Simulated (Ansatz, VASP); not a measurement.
Two plane-wave programs on Ru

```xyz
2
Lattice="2.6607 0.0000 0.0000 -1.3304 2.3042 0.0000 0.0000 0.0000 4.2066" Properties=species:S:1:pos:R:3 pbc="T T T"
Ru    0.0000    1.5362    1.0516
Ru    1.3304    0.7681    3.1549
```

Alike in both runs: task single point; functional PBEsol; k mesh 21 × 21 × 12; occupations gaussian, width 0.15 eV; no spin polarisation.

|  | VASP | Ansatz |
| --- | --- | --- |
| version | VASP 6.6.1 | Ansatz 0.2.0 |
| potentials or method | VASP PAW PBE potentials, release 64 (Ru_pv) | scalar-relativistic, plane waves, PAW |
| plane-wave cutoff (eV) | 520 | 420 |
| valence electrons in the cell | 28 | 32 |

Ansatz gave:

| Property | Result |
| --- | --- |
| gap on the k mesh at the Fermi level (eV) | none |
| pressure (GPa) | 12.3 |
| largest component of the traceless stress (GPa) | 0.05 |

Estimate VASP's values.

gap on the k mesh at the Fermi level (eV): none; pressure (GPa): 12.2; largest component of the traceless stress (GPa): 0.05.

A gap of «none» marks a metal or a gap that the smearing closes. The two sets of potentials don't hold the same shells in valence. Ansatz warned: «pseudo_functional_mismatch».

Caveats: the PAW data sets were made with another functional, which shifts forces and pressure a little (VASP).
